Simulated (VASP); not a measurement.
The system is Gd.

```
Gd
1.0
     0.00000    2.58582    2.58582
     2.58582    0.00000    2.58582
     2.58582    2.58582    0.00000
Gd
1
Direct
  0.00000 0.00000 0.00000
```

This isn't the form of Gd at room conditions, which is hcp.

Base run:

```yaml
Program: VASP 6.6.1
Functional: RPBE
Potentials_or_basis: VASP PAW PBE potentials, release 64 (Gd)
Cutoff: 520 eV
k_mesh: 9 × 9 × 9
Occupations: gaussian, width 0.02 eV
Spin: collinear spin, ferromagnetic start
Starting_moments: "[7.0] μB"
```

Its results: band gap on the k mesh none (metal or under the smearing width); pressure 1.0 GPa; net moment 7.79 μB per cell; site moments Gd +7.03 μB.

Question: The run is repeated on the same cell with these changes: further incar settings from ALGO = Normal; EDIFF = 1.00e-06; NBANDS = 19 to ALGO = Normal; EDIFF = 1e-07; NBANDS = 19. What comes out?

Answer: Band gap on the k mesh none (metal or under the smearing width); pressure 0.5 GPa; net moment 7.79 μB per cell; site moments Gd +7.03 μB.

Caveats: the PAW data sets were made with another functional, which shifts forces and pressure a little; spin-orbit coupling is left out, which moves the levels of the heavy elements.
